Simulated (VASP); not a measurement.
Here is a VASP 6.6.1 calculation.

File INCAR:

```
PREC     = Accurate       # precision mode
ENCUT    = 520            # plane-wave cutoff, eV
EDIFF    = 1E-7           # SCF threshold, eV
ISMEAR   = 0              # smearing method
SIGMA    = 0.1            # smearing width, eV
LREAL    = False          # projectors in reciprocal space
LASPH    = True           # aspherical terms in the spheres
NELM     = 100            # most SCF steps
ALGO     = Fast           # electronic algorithm
ISIF     = 2              # what is computed and relaxed
LWAVE    = False          # write WAVECAR
LCHARG   = True           # write CHGCAR
GGA      = PE             # functional
LELF     = True           # ELF
LVHAR    = True         
NBANDS   = 10             # bands
```

The input KPOINTS:

```
regular mesh
0
Gamma
  16 16 16
```

Contents of POSCAR:

```
Li
1.0
    0.0000000000      2.5256385766      5.2742574805
    1.5265644174      0.0000000000      5.2742574805
    1.5265644174      2.5256385766      0.0000000000
Li
2
Direct
    0.8697154636      0.8697154636      0.1302845364
    0.1302845364      0.1302845364      0.8697154636
```

Potentials or basis: VASP PAW PBE potentials, release 64 (Li_sv).

Run with:

```sh
$ cat potpaw_PBE.64/Li_sv/POTCAR > POTCAR
$ mpirun -np 1 vasp_std > vasp.out
```

Task: Predict the band gap on the k mesh.

Result: None (metal or under the smearing width).
